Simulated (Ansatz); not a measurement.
System: LiNbO3 (parent space group No. 161, strained and rattled), 10 atoms in the cell.

```xyz
10
Lattice="-2.5268 4.4696 -0.0047 -5.1212 -0.0390 -0.0541 -2.5008 1.5000 4.5731" Properties=species:S:1:pos:R:3 pbc="T T T"
Nb   -4.8396    4.4732    3.6236
Nb   -4.9391    1.6287    1.3271
O    -0.4253    0.1089    0.0654
O    -3.3613    1.6846   -0.0267
O    -5.9758    2.7503   -0.0238
O    -6.6323    1.3451    2.2600
O    -4.2835    3.0567    2.2342
O    -6.5370    4.7127    2.1306
Li   -7.5299    3.0248    2.9380
Li   -4.9588    4.5259    0.5812
```

The calculation used PBE, plane waves, PAW datasets (generated soft set 1) in Ansatz.

Cutoff 420 eV; k-mesh 3×3×3 Γ-centred; Fermi–Dirac smearing of 0.15 eV; no spin polarisation.

As given, the pressure is 8.79 GPa.

```
atom  Fx (eV/Å)  Fy (eV/Å)  Fz (eV/Å)
 Nb1     -2.919      3.078     -0.334
 Nb2     -1.038     -3.703      0.065
  O3     -0.413     -1.167     -1.343
  O4     -0.469      0.168     -0.456
  O5      2.227      0.371      0.207
  O6      0.530      0.041     -0.287
  O7      0.916      1.932      0.977
  O8      0.676     -0.627      1.226
 Li9      0.354     -0.297     -0.178
Li10      0.135      0.205      0.125
```

Q: The cell is scaled to 98 % of its volume at fixed fractional coordinates. What happens?

A: The pressure increases by 4.93 GPa to 13.72 GPa, a clamped-ion bulk modulus of about 244 GPa at this volume, and the free energy changes by +14.8 meV/atom.

| atom | Fx (eV/Å) | Fy (eV/Å) | Fz (eV/Å) |
| --- | --- | --- | --- |
| Nb1 | -3.161 | 3.213 | -0.588 |
| Nb2 | -1.159 | -3.776 | -0.089 |
| O3 | -0.556 | -1.107 | -1.344 |
| O4 | -0.540 | -0.068 | -0.416 |
| O5 | 2.564 | 0.461 | 0.325 |
| O6 | 0.364 | 0.133 | -0.289 |
| O7 | 1.163 | 2.191 | 1.082 |
| O8 | 0.813 | -0.947 | 1.370 |
| Li9 | 0.368 | -0.295 | -0.178 |
| Li10 | 0.143 | 0.195 | 0.127 |

The stress includes the program's correction for the finite plane-wave basis.

The k-mesh is modest, so these values aren't fully converged in k.
